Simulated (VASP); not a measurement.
# TiSi2 (Fddd) in VASP: a series of runs, part 2 of 2

VASP 6.6.1. The steps go on from the part before.

### 3 Band structure, PBE

Input file INCAR:

```
PREC = Accurate
ENCUT = 600
EDIFF = 1E-6
ISMEAR = -1
SIGMA = 0.05
LREAL = False
LASPH = True
NELM = 100
ALGO = Normal
ISIF = 2
LWAVE = False
LCHARG = False
LMAXMIX = 4
GGA = PE
NBANDS = 21
```

Input file KPOINTS:

```
Automatic mesh
0
Gamma
  5 5 5
```

Input file POSCAR:

```
TiSi2
1.0
    0.0000000000      4.1175163063      4.2628978354
    2.3895119538      0.0000000000      4.2628978354
    2.3895119538      4.1175163063      0.0000000000
Ti Si
2 4
Direct
    0.7500000000      0.7500000000      0.7500000000
    0.5000000000      0.5000000000      0.5000000000
    0.4125656100      0.0874343900      0.4125656100
    0.0874343900      0.4125656100      0.0874343900
    0.1625656100      0.8374343900      0.1625656100
    0.8374343900      0.1625656100      0.8374343900
```

Input file KPOINTS_OPT:

```
path GYTZGXA1Y,TX1,XAZ,LG
20
line-mode
reciprocal
 0.0000000000  0.0000000000  0.0000000000  G
 0.5000000000  0.0000000000  0.5000000000  Y

 0.5000000000  0.0000000000  0.5000000000  Y
 1.0000000000  0.5000000000  0.5000000000  T

 1.0000000000  0.5000000000  0.5000000000  T
 0.5000000000  0.5000000000  0.0000000000  Z

 0.5000000000  0.5000000000  0.0000000000  Z
 0.0000000000  0.0000000000  0.0000000000  G

 0.0000000000  0.0000000000  0.0000000000  G
 0.0000000000  0.4127457158  0.4127457158  X

 0.0000000000  0.4127457158  0.4127457158  X
 0.5000000000  0.2443551471  0.7443551471  A1

 0.5000000000  0.2443551471  0.7443551471  A1
 0.5000000000  0.0000000000  0.5000000000  Y

 1.0000000000  0.5000000000  0.5000000000  T
 1.0000000000  0.5872542842  0.5872542842  X1

 0.0000000000  0.4127457158  0.4127457158  X
 0.5000000000  0.7556448529  0.2556448529  A

 0.5000000000  0.7556448529  0.2556448529  A
 0.5000000000  0.5000000000  0.0000000000  Z

 0.5000000000  0.5000000000  0.5000000000  L
 0.0000000000  0.0000000000  0.0000000000  G
```

Potentials or basis: VASP PAW PBE potentials, release 64 (Ti, Si).

Command:

```console
$ cat potpaw_PBE.64/Ti/POTCAR potpaw_PBE.64/Si/POTCAR > POTCAR
$ mpirun -np 1 vasp_std > vasp.out
```

OUTCAR:

```text
PREC = Accurate
   ENCUT = 600
   EDIFF = 1E-6
   ISMEAR = -1
   LREAL = False
   LASPH = True
   NELM = 100
   ISIF = 2
   GGA = PE

 ion  position               nearest neighbor table
   1  0.750  0.750  0.750-   6 2.55   5 2.55   6 2.55   5 2.55   3 2.74   3 2.74   4 2.74   4 2.74
                             3 2.78   4 2.78
   2  0.500  0.500  0.500-   4 2.55   3 2.55   4 2.55   3 2.55   5 2.74   5 2.74   6 2.74   6 2.74
                             5 2.78   6 2.78
   3  0.413  0.087  0.413-   6 2.52   6 2.52   2 2.55   2 2.55   4 2.68   1 2.74   1 2.74   1 2.78
                             4 2.79   4 2.79
   4  0.087  0.413  0.087-   5 2.52   5 2.52   2 2.55   2 2.55   3 2.68   1 2.74   1 2.74   1 2.78
                             3 2.79   3 2.79
[... 791 lines left out ...]
  Total        0.7606389      0.3616342      1.8833653      0.0000000      0.0000000      0.0000000
  in kB       14.5281282      6.9071775     35.9720923      0.0000000      0.0000000      0.0000000
  external PRESSURE =      19.1357993 kB  Pullay stress =       0.0000000 kB

 VOLUME and BASIS-vectors are now :
 -----------------------------------------------------------------------------
  energy-cutoff  :      600.00
  volume of cell :       83.88
      direct lattice vectors                 reciprocal lattice vectors
     0.000000000  4.117516306  4.262897835    -0.209247750  0.121432427  0.117291106
     2.389511954  0.000000000  4.262897835     0.209247750 -0.121432427  0.117291106
     2.389511954  4.117516306  0.000000000     0.209247750  0.121432427 -0.117291106

 POSITION                                       TOTAL-FORCE (eV/Angst)
 -----------------------------------------------------------------------------------
      3.58427      6.17627      6.39435         0.000000      0.000000      0.000000
      2.38951      4.11752      4.26290        -0.000000      0.000000     -0.000000
      1.19476      3.39749      2.13145        -0.000000     -0.031139      0.000000
      1.19476      0.72003      2.13145        -0.000000      0.031139      0.000000
      2.38951      1.33873      4.26290        -0.000000     -0.031139     -0.000000
      2.38951      6.89630      4.26290        -0.000000      0.031139     -0.000000
 -----------------------------------------------------------------------------------
    total drift:                                0.000000     -0.000000      0.000000

  FREE ENERGIE OF THE ION-ELECTRON SYSTEM (eV)
  ---------------------------------------------------
  free  energy   TOTEN  =       -40.5079643839 eV

  energy  without entropy=      -40.4870576475  energy(sigma->0) =      -40.49751102
```

OSZICAR:

```text
N       E                     dE             d eps       ncg     rms          rms(c)
DAV:   1     0.110447938469E+03    0.11045E+03   -0.95906E+03  1134   0.112E+03
DAV:   2    -0.318229120434E+02   -0.14227E+03   -0.13607E+03  1134   0.221E+02
DAV:   3    -0.437776989561E+02   -0.11955E+02   -0.11550E+02  1539   0.570E+01
DAV:   4    -0.440747142708E+02   -0.29702E+00   -0.29564E+00  1502   0.923E+00
DAV:   5    -0.440791280635E+02   -0.44138E-02   -0.44126E-02  1525   0.121E+00    0.246E+01
DAV:   6    -0.411739525726E+02    0.29052E+01   -0.27401E+01  1613   0.310E+01    0.656E+00
DAV:   7    -0.406917084600E+02    0.48224E+00   -0.58416E+00  1684   0.182E+01    0.770E+00
DAV:   8    -0.405251633692E+02    0.16655E+00   -0.11100E+00  1593   0.788E+00    0.189E+00
DAV:   9    -0.405084760542E+02    0.16687E-01   -0.12235E-01  1560   0.272E+00    0.448E-01
DAV:  10    -0.405083172995E+02    0.15875E-03   -0.68428E-03  1667   0.610E-01    0.202E-01
[... 67 further cycles ...]
DAV:   7     0.236793929675E+04   -0.26514E-04     1477
DAV:   8     0.236793929606E+04   -0.68680E-06     1226
       N       E                     dE             ncg
DAV:   1     0.113607105098E+05    0.83620E+03      168
DAV:   2     0.107950678455E+05   -0.56564E+03      168
DAV:   3     0.107520944140E+05   -0.42973E+02      173
DAV:   4     0.107505292419E+05   -0.15652E+01      256
DAV:   5     0.107505150392E+05   -0.14203E-01      228
DAV:   6     0.107505148785E+05   -0.16070E-03      227
DAV:   7     0.107505148742E+05   -0.42759E-05      244
DAV:   8     0.107505148741E+05   -0.10454E-06      203
```

Run time: 7.6 min. Hardware: 1 thread of AMD EPYC 7R13 (Zen 3), shared host; peak memory 0.26 GiB.

What came out:

```yaml
Free_energy: -40.5080 eV
Pressure: 1.9 GPa
Largest_force: 0.031 eV/Å
Band_gap_along_the_path: none (metal or under the smearing width)
```

Forces in eV/Å, atoms in the order of the input:
```
Ti   0.000  0.000  0.000
Ti   0.000  0.000  0.000
Si   0.000 -0.031  0.000
Si   0.000  0.031  0.000
Si   0.000 -0.031  0.000
Si   0.000  0.031  0.000
```

Levels at the corners of the path, in eV from the Fermi level:
| point | band 10 | band 11 | band 12 | band 13 | band 14 | band 15 |
| --- | --- | --- | --- | --- | --- | --- |
| Γ | -1.97 | -1.69 | -1.26 | -0.85 | 2.11 | 3.18 |
| Y | -2.25 | -0.79 | -0.79 | 1.34 | 1.34 | 3.34 |
| Y | -2.25 | -0.79 | -0.79 | 1.34 | 1.34 | 3.34 |
| T | -1.03 | -0.57 | -0.57 | 0.91 | 0.91 | 2.35 |
| T | -1.03 | -0.57 | -0.57 | 0.91 | 0.91 | 2.35 |
| Z | -1.47 | -0.88 | -0.88 | 0.83 | 0.83 | 3.28 |
| Z | -1.47 | -0.88 | -0.88 | 0.83 | 0.83 | 3.28 |
| Γ | -1.97 | -1.69 | -1.26 | -0.85 | 2.11 | 3.18 |
| Γ | -1.97 | -1.69 | -1.26 | -0.85 | 2.11 | 3.18 |
| X | -0.32 | 0.13 | 0.21 | 0.81 | 1.00 | 1.87 |
| X | -0.32 | 0.13 | 0.21 | 0.81 | 1.00 | 1.87 |
| A1 | -1.59 | -1.30 | -1.30 | 1.47 | 1.47 | 2.23 |
| A1 | -1.59 | -1.30 | -1.30 | 1.47 | 1.47 | 2.23 |
| Y | -2.25 | -0.79 | -0.79 | 1.34 | 1.34 | 3.34 |
| T | -1.03 | -0.57 | -0.57 | 0.91 | 0.91 | 2.35 |
| X1 | -0.32 | 0.13 | 0.21 | 0.81 | 1.00 | 1.87 |
| X | -0.32 | 0.13 | 0.21 | 0.81 | 1.00 | 1.87 |
| A | -1.59 | -1.30 | -1.30 | 1.47 | 1.47 | 2.23 |
| A | -1.59 | -1.30 | -1.30 | 1.47 | 1.47 | 2.23 |
| Z | -1.47 | -0.88 | -0.88 | 0.83 | 0.83 | 3.28 |
| L | -0.97 | 0.06 | 0.22 | 1.06 | 1.45 | 1.76 |
| Γ | -1.97 | -1.69 | -1.26 | -0.85 | 2.11 | 3.18 |

### 4 Band structure, PBE

Edit INCAR of step 3 so:

```diff
@@ -14,2 +14,2 @@
 GGA = PE
-NBANDS = 21
+NBANDS = 27
```

KPOINTS is that of step 3.

POSCAR is that of step 3.

KPOINTS_OPT is that of step 3.

Potentials or basis: VASP PAW PBE potentials, release 64 (Ti_pv, Si).

Command:

```console
$ cat potpaw_PBE.64/Ti_pv/POTCAR potpaw_PBE.64/Si/POTCAR > POTCAR
$ mpirun -np 1 vasp_std > vasp.out
```

It took 11 min on 1 thread of AMD EPYC 7R13 (Zen 3), shared host; peak memory 0.27 GiB.

The run converged. Its results:

| Item | Value |
| --- | --- |
| Free energy | -40.6096 eV |
| Pressure | 2.1 GPa |
| Largest force | 0.035 eV/Å |
| Band gap along the path | none (metal or under the smearing width) |

Forces in eV/Å, atoms in the order of the input:
```
Ti   0.000  0.000  0.000
Ti   0.000  0.000  0.000
Si   0.000 -0.035  0.000
Si   0.000  0.035  0.000
Si   0.000 -0.035  0.000
Si   0.000  0.035  0.000
```

Stress tensor (GPa, compression positive):
```
1.67 0.00 0.00
0.00 0.95 0.00
0.00 0.00 3.63
```

Levels at the corners of the path, in eV from the Fermi level:
| point | band 16 | band 17 | band 18 | band 19 | band 20 | band 21 |
| --- | --- | --- | --- | --- | --- | --- |
| Γ | -1.98 | -1.70 | -1.27 | -0.85 | 2.14 | 3.21 |
| Y | -2.27 | -0.79 | -0.79 | 1.35 | 1.35 | 3.37 |
| Y | -2.27 | -0.79 | -0.79 | 1.35 | 1.35 | 3.37 |
| T | -1.04 | -0.58 | -0.58 | 0.92 | 0.92 | 2.37 |
| T | -1.04 | -0.58 | -0.58 | 0.92 | 0.92 | 2.37 |
| Z | -1.48 | -0.89 | -0.89 | 0.83 | 0.83 | 3.30 |
| Z | -1.48 | -0.89 | -0.89 | 0.83 | 0.83 | 3.30 |
| Γ | -1.98 | -1.70 | -1.27 | -0.85 | 2.14 | 3.21 |
| Γ | -1.98 | -1.70 | -1.27 | -0.85 | 2.14 | 3.21 |
| X | -0.32 | 0.13 | 0.21 | 0.82 | 1.01 | 1.87 |
| X | -0.32 | 0.13 | 0.21 | 0.82 | 1.01 | 1.87 |
| A1 | -1.60 | -1.31 | -1.31 | 1.49 | 1.49 | 2.23 |
| A1 | -1.60 | -1.31 | -1.31 | 1.49 | 1.49 | 2.23 |
| Y | -2.27 | -0.79 | -0.79 | 1.35 | 1.35 | 3.37 |
| T | -1.04 | -0.58 | -0.58 | 0.92 | 0.92 | 2.37 |
| X1 | -0.32 | 0.13 | 0.21 | 0.82 | 1.01 | 1.87 |
| X | -0.32 | 0.13 | 0.21 | 0.82 | 1.01 | 1.87 |
| A | -1.60 | -1.31 | -1.31 | 1.49 | 1.49 | 2.23 |
| A | -1.60 | -1.31 | -1.31 | 1.49 | 1.49 | 2.23 |
| Z | -1.48 | -0.89 | -0.89 | 0.83 | 0.83 | 3.30 |
| L | -0.97 | 0.06 | 0.23 | 1.07 | 1.46 | 1.76 |
| Γ | -1.98 | -1.70 | -1.27 | -0.85 | 2.14 | 3.21 |

### 5 The runs side by side

```csv
potentials or basis,pressure (GPa),largest force (eV/Å)
"VASP PAW PBE potentials, release 64 (Ti_sv, Si)",2.1,0.03
"VASP PAW PBE potentials, release 64 (Ti, Si)",1.9,0.03
"VASP PAW PBE potentials, release 64 (Ti_pv, Si)",2.1,0.04
```

Alike in all rows: task band structure; level PBE; no spin polarisation; cell as given; k mesh 5 × 5 × 5; cutoff (eV) 600; smearing fermi-dirac 0.05 eV.

Total energies depend on the potentials used, so only differences within one code and one set of settings carry meaning.
